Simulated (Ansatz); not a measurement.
# BN: the cost of one run

Program: Ansatz 0.2.0. Level of theory: DFT PBE+D3(BJ), scalar-relativistic, plane waves, PAW. These are calculated values, not measurements.

4 further runs of the same task are left out: 1 that didn't finish, 3 set aside as unsound or not needed.

**1. The starting structure**

Symmetry: R3m, No. 160, trigonal system. Conventional cell: a = 2.506 Å, b = 2.506 Å, c = 9.882 Å, α = 90.00°, β = 90.00°, γ = 120.00°. Around B (site symmetry 3m) lie 3 N at 1.45 Å. N (site symmetry 3m) is surrounded by 3 B at 1.45 Å.

As a file:

```cif
data_structure
_symmetry_space_group_name_H-M 'R3m:H'
_symmetry_Int_Tables_number 160
_cell_length_a 2.5061
_cell_length_b 2.5061
_cell_length_c 9.8818
_cell_angle_alpha 90.000
_cell_angle_beta 90.000
_cell_angle_gamma 120.000
_cell_volume 53.75
loop_
_atom_site_label
_atom_site_type_symbol
_atom_site_symmetry_multiplicity
_atom_site_Wyckoff_symbol
_atom_site_fract_x
_atom_site_fract_y
_atom_site_fract_z
_atom_site_occupancy
B1 B 3 a 0.00000 0.00000 0.00030 1
N1 N 3 a 0.66667 0.33333 0.00060 1
```

It goes back to an entry of the Materials Project, which need not be the stable form.

This cell was relaxed beforehand with the same method: volume 8.96 Å³/atom, gap on the mesh 4.24 eV.

**2. Phonons at Γ, at rest**

input.yaml reads:

```yaml
crystal:
  lattice:
    - [1.2530563199, 0.7234524036, 3.2939237328]
    - [-1.2530563199, 0.7234524036, 3.2939237328]
    - [0.0, -1.4469048072, 3.2939237328]
  atoms:
    - { symbol: B, position: [0.9996973421, 0.9996973421, 0.9996973421] }
    - { symbol: "N", position: [0.3327356579, 0.3327356579, 0.3327356579] }
basis:
  ecutwfc: 420
kpoints:
  mp_grid: { grid: [12, 12, 12] }
hamiltonian:
  xc: pbe
  dispersion: d3bj
scf:
  occupations: { method: fixed }
output:
  eigenvalues: true
phonons:
  method: dfpt
  dielectric: true
  rigid_motions: translations
  eigenvectors: true
```

Launch:

```console
> ansatz run input.yaml --threads 1 --pin off --max-ram 3072MiB --backend cpu --events-out ev --progress --plain --runs-dir out
```

**Question.** How long does this run take on 1 thread of Arm Neoverse V2, shared host, and how much memory does it need?

About 49 s, with a peak of 0.5 GiB.
